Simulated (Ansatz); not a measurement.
Predict the output of the script below (the Python package of Ansatz (0.2.0)).

The script, `vcrelax.py`:
```python
'''Variable-cell relaxation of CuI.'''

from pathlib import Path
import warnings

import ansatz as az
from ase import Atoms
from ase.io import write
from ase.neighborlist import neighbor_list
import numpy as np

params = {
    'functional': 'PBEsol',
    'dispersion': 'D4',
    'occupations': 'Fermi-Dirac',
}

def edges_and_angles(cell):
    cell = np.asarray(cell)
    a, b, c = np.linalg.norm(cell, axis=1)
    cosines = cell[1] @ cell[2] / (b * c), cell[0] @ cell[2] / (a * c), cell[0] @ cell[1] / (a * b)
    return (a, b, c, *np.degrees(np.arccos(cosines)))

warnings.simplefilter('ignore', az.DeckWarning)

lattice = az.Lattice.of(
    (0.0, 3.0315, 3.0315),
    (3.0315, 0.0, 3.0315),
    (3.0315, 3.0315, 0.0),
)
sites = [
    ('Cu', (0.25, 0.25, 0.25)),
    ('I', (0.0, 0.0, 0.0)),
]
system = az.Crystal(lattice=lattice)
for symbol, position in sites:
    system = system.atom(symbol, position)

# a pressure is positive in compression
calc = (
    system.calculation()
    .functional(params['functional'], dispersion=params['dispersion'])
    .occupations(params['occupations'])
    .kpoints(6)
    .relax(pressure=200 * az.kbar)
    .density()
    .potential()
    .electron_localization_function()
    .output_files(volumetric_format='npy')
)
steps = []


def collect(event):
    if event['event'] == 'relax_step':
        steps.append(event['data'])


res = calc.session().plan().execute(on_event=collect)
summary = res.report
for s in steps:
    flag = '' if s['accepted'] else '  (rejected)'
    print('step %2d  E = %.5f eV  largest force component = %.4f eV/A%s' % (s['step'], s['lagrangian_ev'], s['allowed_force_max_ev_ang'], flag))

first, last = steps[0], steps[-1]
symbols = [site.symbol for site in res.lattice.sites]
print(f'energy gained {first["lagrangian_ev"] - last["lagrangian_ev"]:.4f} eV in {len(steps) - 1} steps')
for label, vectors in (('before', first['cell_ang']), ('after', res.lattice.cell_ang)):
    print(label, 'a b c (A) {:.4f} {:.4f} {:.4f}  angles {:.2f} {:.2f} {:.2f}'.format(*edges_and_angles(vectors)), f' V = {abs(np.linalg.det(vectors)):.3f} A^3')
print('final stress xx yy zz (GPa, compression positive):', np.round(np.diag(summary['stress_gpa']), 3) + 0.0)

change = np.array(last['positions_ang']) @ np.linalg.inv(last['cell_ang']) - np.array(first['positions_ang']) @ np.linalg.inv(first['cell_ang'])
moved = np.linalg.norm(change @ np.array(last['cell_ang']), axis=1)
print('displacement within the cell, strain taken out (A):', ' '.join(f'{s}:{d:.3f}' for s, d in zip(symbols, moved)))

final = Atoms(symbols, positions=last['positions_ang'], cell=res.lattice.cell_ang, pbc=True)
i, j, d = neighbor_list('ijd', final, 4.5)
print('neighbours within 1.2 times the shortest distance of each atom (A)')
for atom in range(len(final)):
    near = [m for m in np.argsort(d) if i[m] == atom]
    shell = [m for m in near if d[m] < 1.2 * d[near[0]]]
    print(f'{symbols[atom]}{atom} ({len(shell)}):', ', '.join(f'{symbols[j[m]]} {d[m]:.3f}' for m in shell))

relaxed = Atoms(symbols, positions=[site.position_ang for site in res.lattice.sites], cell=res.lattice.cell_ang, pbc=True)
write('relaxed.cif', relaxed, format='cif')

print(f'free energy      {summary["free_energy_ev"]:.5f} eV')
print(f'per atom         {summary["free_energy_ev"] / len(res.lattice.sites):.5f} eV')
print(f'SCF iterations   {summary["n_iterations"]}  (converged: {summary["converged"]})')

folder = Path(res.write_results('fields'))
print('densities in e/A^3, potentials in eV, ELF without unit')
for name in sorted(p.name for p in folder.glob('*.npy')):
    field = np.load(folder / name)
    print(f'{name:16s} {str(field.shape):16s} min {field.min():10.4f}  mean {field.mean():10.4f}  max {field.max():10.4f}')
```

```console
$ python vcrelax.py
step  1  E = -14021.68725 eV  largest force component = 0.0000 eV/A
step  2  E = -14021.71112 eV  largest force component = 0.0000 eV/A
step  3  E = -14021.21636 eV  largest force component = 0.0000 eV/A
step  4  E = -14021.26663 eV  largest force component = 0.0000 eV/A
step  5  E = -14021.25664 eV  largest force component = 0.0000 eV/A
step  6  E = -14021.25270 eV  largest force component = 0.0000 eV/A
energy gained -0.4345 eV in 5 steps
before a b c (A) 4.2872 4.2872 4.2872  angles 60.00 60.00 60.00  V = 55.719 A^3
after a b c (A) 3.8791 3.8791 3.8791  angles 60.00 60.00 60.00  V = 41.273 A^3
final stress xx yy zz (GPa, compression positive): [19.954 19.954 19.954]
displacement within the cell, strain taken out (A): Cu:0.000 I:0.000
neighbours within 1.2 times the shortest distance of each atom (A)
Cu0 (4): I 2.375, I 2.375, I 2.375, I 2.375
I1 (4): Cu 2.375, Cu 2.375, Cu 2.375, Cu 2.375
free energy      -14021.25270 eV
per atom         -7010.62635 eV
SCF iterations   7  (converged: True)
densities in e/A^3, potentials in eV, ELF without unit
elf.npy          (27, 27, 27)     min     0.0127  mean     0.3022  max     0.9999
rho.npy          (27, 27, 27)     min     0.0211  mean     0.8722  max    65.1401
v_es.npy         (27, 27, 27)     min   -42.6017  mean     8.4854  max    46.5559
v_tot.npy        (27, 27, 27)     min   -71.1989  mean    -2.0120  max    25.6801
```

File `relaxed.cif` afterwards:
```cif
data_image0
_chemical_formula_structural       CuI
_chemical_formula_sum              "Cu1 I1"
_cell_length_a       3.8790783882727555
_cell_length_b       3.8790783882727555
_cell_length_c       3.8790783882727555
_cell_angle_alpha    59.99999999999999
_cell_angle_beta     59.99999999999999
_cell_angle_gamma    59.99999999999999

_space_group_name_H-M_alt    "P 1"
_space_group_IT_number       1

loop_
  _space_group_symop_operation_xyz
  'x, y, z'

loop_
  _atom_site_type_symbol
  _atom_site_label
  _atom_site_symmetry_multiplicity
  _atom_site_fract_x
  _atom_site_fract_y
  _atom_site_fract_z
  _atom_site_occupancy
  Cu  Cu1       1.0  0.25  0.25  0.25  1.0000
  I   I1        1.0  7.94132419753931e-36  0.0  4.4603770909512515e-34  1.0000
```

Caveats:
- Total energies depend on the potentials; only differences at equal settings carry meaning.
- Spin is left out of this run.
- Forces vanish by symmetry, so the ions can't move, and the end may be a saddle.
- Part of the cell is held or a pressure is applied, so the end point needn't be the zero-pressure lattice.
- At a fixed pressure a relaxation lowers the enthalpy F + PV, while F alone can rise.
- Energies along a relaxation are free energies. Rows at an unchanged volume are solved on a plane-wave basis chosen afresh for that cell, so the energy jumps there and such rows are no steps of the walk.
- Edges and angles are those of the cell as typed, here a primitive one, not of the conventional cell.
- Of the deposited cell: the entry's cell lengths or inner coordinates differ somewhat from later room-temperature determinations.
- Symmetry holds the cell in this phase, whether or not it is the stable one at this pressure.
- In a crystal with a gap the Fermi level's place inside it depends on smearing and mesh.
- Without a Hubbard U or exact exchange, semilocal functionals often make such 3d compounds metallic or too weakly gapped.
- Grid values close to the nuclei reflect the PAW or pseudopotential construction, not the all-electron fields.
- The starting cell is as deposited in a crystallographic database; the results hold for this polymorph, which needn't be the stable one.
- Run time: 19 s on 1 thread of Intel(R) Xeon(R) Processor @ 2.30GHz, with other jobs on the host, peak memory 0.59 GiB.
